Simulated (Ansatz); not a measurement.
## ZnTe: electrons 7.0×10^21 cm⁻³

Base system: ZnTe in the zinc blende structure (space group F-43m, No. 216; a = 6.066 Å).

It is then changed as follows: 0.391 electrons added to each cell, a density of 7.0×10^21 cm⁻³, with a uniform compensating background at fixed cell and a 300 K Fermi–Dirac width.

Level of theory: plane-wave PAW DFT at the PBEsol level (Ansatz, a program for electronic structure, 420 eV), no spin-orbit coupling. k-mesh 22×22×22 (Γ-centred); smearing 0.0259 eV (Fermi–Dirac).

The gap between the host's bands drops by 0.04 eV (1.24 eV → 1.20 eV) and the gap character is still direct at Γ. The valley order (the lowest conduction-band minima on the path, energy above the VBM, named in the base's zone) goes from Γ 1.24 eV; L along ⟨111⟩ 1.73 eV; a point along ⟨100⟩, about 0.9 Å⁻¹ from Γ 2.12 eV to Γ 1.20 eV; L along ⟨111⟩ 1.68 eV; a point along ⟨100⟩, about 0.9 Å⁻¹ from Γ 2.00 eV and the Fermi level relative to the doped band's edge (positive inside the band; to 0.05 eV) is +1.25 eV.

Carriers are added with a uniform compensating background; total energy and stress of such cells depend on the potential's zero and are not compared; many-body gap narrowing is missing at this level. With Te present, leaving out spin-orbit coupling can change the band edges. Whether these cells are dynamically stable was not tested.
